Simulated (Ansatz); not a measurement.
**ZnS (F-43m), ideal shear of a crystal plane**

Method: Ansatz 0.2.0, DFT PBE, scalar-relativistic, plane waves, PAW. Cutoff 420 eV, Γ-centred 7×7×3 k-points, Gaussian smearing of 0.05 eV. No spin polarisation. Energies are free energies at this smearing, counted from the undisturbed cell; pressure is positive in compression.

The undisturbed cell (relaxed at this level):

```
Zn S
1.0
    -2.72156   -2.72156    0.00000
     2.72156   -2.72156    0.00000
     0.00000    0.00000   10.88626
Zn S
4 4
Direct
  0.00000 0.00000 0.93750
  0.50000 0.50000 0.18750
  0.00000 0.00000 0.43750
  0.50000 0.50000 0.68750
  0.50000 0.00000 0.31250
  0.00000 0.50000 0.56250
  0.50000 0.00000 0.81250
  0.00000 0.50000 0.06250
```

The cut lies on the cell's a–b face, a (0 -1 0) plane (indices in the standard cell, whose axes needn't be the Cartesian ones shown) of area 14.81 Å², between layers 1.36 Å apart. Vector c is tilted by f times 1·a − 1·b (length 5.443 Å) with the atoms' Cartesian places fixed: one unrelaxed fault a cell. The traction is dγ/du, the slope of γ against the slip u in Å. Some rows repeat others by symmetry and weren't run.

| f | γ (mJ/m²) | traction (GPa) |
| --- | --- | --- |
| 0.0000 | 0 | 0.0 |
| 0.0833 | 368 | 15.5 |
| 0.1667 | 1267 | 21.6 |
| 0.2500 | 2090 | 12.9 |
| 0.3333 | 2425 | 3.4 |
| 0.4167 | 2545 | 2.7 |
| 0.5000 | 2630 | 0.0 |
| 0.5833 | 2545 | -2.7 |
| 0.6667 | 2425 | -3.4 |
| 0.7500 | 2090 | -12.9 |
| 0.8333 | 1267 | -21.6 |
| 0.9167 | 368 | -15.5 |

Read off the first barrier and the stress needed to climb it, and compare with Frenkel's sinusoid.

The first sampled maximum lies at f = 0.500, a slip of 2.72 Å, with γ ≈ 2630 mJ/m², which stands in for the unstable fault energy γ_us, and the steepest sampled slope before it is 21.6 GPa. A sinusoid γ = γ_us sin²(πu/λ) with its maximum there has λ = 5.44 Å and a largest slope πγ_us/λ = 15.2 GPa (1 mJ/m² per Å = 0.01 GPa).

Is there a metastable fault on this line?

Apart from points where γ returns to about zero, no local minimum shows among the samples, so at this sampling the line offers no fault for a dislocation to split on; a fault can still lie off the line.

The cut is rigid; relaxing the faces lowers these energies and usually the stresses.

Cost: 7 runs of about 5.6 core-minutes in all, on Arm Neoverse V2 (shared hosts).